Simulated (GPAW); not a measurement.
Runs of GPAW 26.7.0 on GaN. The structure is cubic, space group F-43m (No. 216). The conventional cell has a = 4.507 Å, b = 4.507 Å, c = 4.507 Å, α = 90.00°, β = 90.00°, γ = 90.00°. Ga (site symmetry -43m) is surrounded by 4 N at 1.95 Å. N (site symmetry -43m) is surrounded by 4 Ga at 1.95 Å. The cell is a database's computed one.

```tsv
task	level	potentials or basis	spin	k mesh	cutoff (eV)	eigensolver	maxiter	band path	band points	spin axis theta (degrees)	grid spacing	mesh quality	gap on the mesh (eV)	pressure (GPa)
band structure	revTPSS	GPAW PAW data sets (gpaw-data 1.2.1), pw	SOC, no magnetisation	10 × 10 × 10	800	davidson	150	GXWKGLUWLK,UX	60	0	-	not flagged	(b)	9.9
single point	PBE0-1/3	GPAW PAW data sets (gpaw-data 1.2.1), pw	off	5 × 5 × 5	600	-	60	-	-	-	-	coarse	4.42	-
band structure	PBE	PAW data sets generated in the run's folder for this functional, pw	off	10 × 10 × 10	800	-	150	GXWKGLUWLK,UX	60	-	-	not flagged	1.84	12.6
band structure	PBE	GPAW PAW data sets (gpaw-data 1.2.1), lcao:dzp	off	10 × 10 × 10	-	-	150	GXWKGLUWLK,UX	80	-	0.16 Å	not flagged	(a)	-
```

Alike in all rows: cell as given; smearing fermi-dirac 0.05 eV.

Question: Estimate the missing entries.

Answer: (a) 1.77; (b) 1.62.

Caveats: some runs use coarse meshes; the PAW data sets were made with another functional, which shifts forces and pressure a little (some runs); spin-orbit coupling was added after a scalar SCF, so levels and gaps hold it while energy, forces, pressure and moments don't (some runs); this program's spin-orbit splittings come out too wide for heavy elements (some runs); the basis of atomic orbitals isn't converged, which shifts pressures, moduli and gaps (some runs).

A k mesh can miss the band edges, and rows without SOC leave out spin-orbit coupling on Ga.
